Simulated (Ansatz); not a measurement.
CdO built on the rocksalt prototype, relaxed with r2SCAN: 7 runs in the plane-wave code Ansatz, each a construction of maximally localised Wannier functions. The symmetry is Fm-3m (No. 225, cubic); conventional cell a = 4.706 Å, 13.03 Å³ an atom. Cd has 6 O at 2.35 Å; O has 6 Cd at 2.35 Å. Spin-unpolarised throughout; all numbers are computed.

```
CELL_PARAMETERS angstrom
0.00000 2.35300 2.35300
2.35300 0.00000 2.35300
2.35300 2.35300 0.00000
ATOMIC_POSITIONS crystal
Cd 0.00000 0.00000 0.00000
O 0.50000 0.50000 0.50000
```

Windows count from the top of the filled bands, or the Fermi level where a functional gives no gap; a dash means that no such window was set (without an outer window there is no disentanglement). Rows marked drawn have settings drawn at random (some not listed).

```json
{"functional": "r2SCAN", "SCF mesh": "8×8×8", "trial orbitals": "O s, O p", "functions": "4", "mesh": "6×6×6", "window (eV)": "–", "frozen (eV)": "–", "settings": "chosen", "Ω total (Å²)": "6.31", "Ω invariant (Å²)": "5.89", "largest spread (Å²)": "1.58", "least projectability": "0.66", "interpolation miss of the model's filled bands (eV, to the nearest computed level)": "0.132"}
{"functional": "HSE06", "SCF mesh": "6×6×6", "trial orbitals": "O s, O p", "functions": "4", "mesh": "6×6×6", "window (eV)": "–", "frozen (eV)": "–", "settings": "chosen", "Ω total (Å²)": "5.96", "Ω invariant (Å²)": "5.56", "largest spread (Å²)": "1.49", "least projectability": "0.69", "interpolation miss of the model's filled bands (eV, to the nearest computed level)": "–"}
{"functional": "HSE06", "SCF mesh": "6×6×6", "trial orbitals": "O p", "functions": "3", "mesh": "6×6×6", "window (eV)": "–", "frozen (eV)": "–", "settings": "chosen", "Ω total (Å²)": "5.67", "Ω invariant (Å²)": "5.61", "largest spread (Å²)": "1.89", "least projectability": "0.71", "interpolation miss of the model's filled bands (eV, to the nearest computed level)": "–"}
{"functional": "PBE", "SCF mesh": "8×8×8", "trial orbitals": "Cd d", "functions": "5", "mesh": "3×3×3", "window (eV)": "–", "frozen (eV)": "–", "settings": "drawn", "Ω total (Å²)": "4.64", "Ω invariant (Å²)": "4.46", "largest spread (Å²)": "1.15", "least projectability": "0.75", "interpolation miss of the model's filled bands (eV, to the nearest computed level)": "0.148"}
{"functional": "PBE", "SCF mesh": "8×8×8", "trial orbitals": "Cd d, O p", "functions": "8", "mesh": "6×6×6", "window (eV)": "-8.7 to +12.9", "frozen (eV)": "–", "settings": "drawn", "Ω total (Å²)": "4.59", "Ω invariant (Å²)": "4.57", "largest spread (Å²)": "0.62", "least projectability": "0.84", "interpolation miss of the model's filled bands (eV, to the nearest computed level)": "1.542"}
```

Question: Estimate from these rows what the further settings give.
```tsv
functional	SCF mesh	trial orbitals	functions	mesh	window (eV)	frozen (eV)	settings
r2SCAN	8×8×8	O p	3	6×6×6	–	–	chosen
r2SCAN	8×8×8	Cd d	5	6×6×6	–	–	chosen
```

Answer:

| functional | SCF mesh | trial orbitals | functions | mesh | window (eV) | frozen (eV) | settings | Ω total (Å²) | Ω invariant (Å²) | largest spread (Å²) | least projectability | interpolation miss of the model's filled bands (eV, to the nearest computed level) |
| --- | --- | --- | --- | --- | --- | --- | --- | --- | --- | --- | --- | --- |
| r2SCAN | 8×8×8 | O p | 3 | 6×6×6 | – | – | chosen | 6.02 | 5.94 | 2.01 | 0.68 | 0.133 |
| r2SCAN | 8×8×8 | Cd d | 5 | 6×6×6 | – | – | chosen | 5.13 | 4.96 | 1.28 | 0.77 | 0.049 |

1 of the rows take their functions from a window without a frozen part or with a poor projection: such a subspace needn't follow the bands named, so its spread can't be set beside the others.

A dash in the last column means that the miss wasn't evaluated.

The runs are scalar-relativistic, without spin-orbit coupling.
